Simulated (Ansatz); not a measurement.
Zincblende BeTe: a relaxation of cell and atoms in Ansatz 0.2.0 (LDA). The starting cell comes from a relaxation with PBE.

```yaml
crystal:
  lattice:
    - [0.0, 2.8319820891, 2.8319820891]
    - [2.8319820891, 0.0, 2.8319820891]
    - [2.8319820891, 2.8319820891, 0.0]
  atoms:
    - { symbol: Be, position: [0.0, 0.0, 0.0] }
    - { symbol: Te, position: [0.25, 0.25, 0.25] }
kpoints:
  mp_grid: { grid: [8, 8, 8] }
hamiltonian:
  xc: lda
scf:
  occupations: { method: fermi_dirac, width: 0.02 }
relax:
  f_tol: 0.005
  cell: {}
output:
  write_density: true
  write_potential: true
  elf: true
  volumetric_format: npy
```

In the abridged output below, numbers in square brackets stand for lines, or ends of lines, that were taken out.
```
Functional definition: SPW92
Crystal: 2 atoms, lattice volume = 45.426 Å³
Basis set: ecut = 420 eV, 893 PW (Γ)
Bands: 13, of which v1, the nominal top of the filled ones, is band 9 counted from 1 (8 counted from 0)
Symmetry: 24 space group operations
Space group: F-43m (ITA 216)
[1]
relax step 1: F+E_penalty+E_count = -6916.12335835 eV  P = -3.318 GPa  Ω = 45.426 Å³
--- Relaxed structure (4 steps of the walk, 4 accepted, 1 SCFs on fresh bases) ---
[2]
```

**Question.** What stood in the gaps? They hold the relaxed structure, the count of irreducible k points.

**Answer.**
```
[1]
k-points: 29 of 512 (time reversal used)
[2]
  F+E_penalty+E_count = -6916.15141476 eV
  cell:  # Å, volume = 42.8511 Å³
    - [0.000000, 2.777435, 2.777435]
    - [2.777435, 0.000000, 2.777435]
    - [2.777435, 2.777435, 0.000000]
  atoms:
    - { symbol: Be, position: [0.000000, 0.000000, 0.000000] }
    - { symbol: Te, position: [0.250000, 0.250000, 0.250000] }
```
Only the leading digits can be foreseen; the rest is this run's record.

The walk took 4 steps and changed the volume by -5.7 %. The last SCF, on a fresh basis, lies 14.0 meV an atom below the first. At the end: space group F-43m (No. 216), cubic; conventional cell a = 5.555 Å, 21.43 Å³ an atom. Be has 4 Te at 2.41 Å; Te has 4 Be at 2.41 Å.

Run as `ansatz run input.yaml --threads 4 --pin off --max-ram 7372MiB --backend cpu --events-out ev --progress --plain --runs-dir out`. It took 2.6 s on 4 threads of Arm Neoverse V1 (shared host), load about 0.3 per core; peak host memory 0.33 GiB.

(Simulation; spin polarisation is off.)

No spin-orbit coupling is included; it can move band edges with weight on the heavy atoms by tenths of an eV.
